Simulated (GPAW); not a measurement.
Crystal: Sb.

```
CELL_PARAMETERS angstrom
2.15420 1.24373 3.75800
-2.15420 1.24373 3.75800
0.00000 -2.48746 3.75800
ATOMIC_POSITIONS crystal
Sb 0.76651 0.76651 0.76651
Sb 0.23349 0.23349 0.23349
```

| Property | Result |
| --- | --- |
| Program | GPAW 26.7.0 |
| Task | relaxation of cell and atoms |
| Functional | OLYP |
| Dispersion | D4 |
| Potentials or basis | PAW data sets generated in the run's folder for this functional |
| Cutoff | 600 eV |
| Basis | pw |
| k mesh | 5 × 5 × 5 |
| Occupations | fermi-dirac, width 0.05 eV |
| Spin | no spin polarisation |

At the start: pressure -3.3 GPa; volume 30.21 Å³/atom.

Question: How do energy, volume and symmetry change on relaxing?

Answer: Over 10 steps the energy falls by 26.8 meV/atom and the volume is 27.88 Å³/atom (-7.7 %); space group R-3m (No. 166, to 0.05 Å).

The path:
```tsv
step	energy change (eV)	largest force (eV/Å)	pressure (GPa)	volume (Å³)
1	0.0000	0.0851	-3.34	60.41
2	-0.0153	0.0011	-2.64	59.60
3	-0.0394	0.2800	0.19	56.75
4	-0.0417	0.2426	0.09	56.72
5	-0.0523	0.0066	0.10	55.77
6	-0.0525	0.0319	0.07	55.71
7	-0.0528	0.0475	0.01	55.70
8	-0.0532	0.0471	-0.04	55.70
9	-0.0535	0.0267	-0.04	55.73
10	-0.0536	0.0067	-0.02	55.76
```

Final structure:
```
Sb
1.0
     2.12710    1.22808    3.55731
    -2.12710    1.22808    3.55731
     0.00000   -2.45617    3.55731
Sb
2
Direct
  0.76323 0.76323 0.76323
  0.23677 0.23677 0.23677
```

Caveat: later steps reuse the first step's grids.
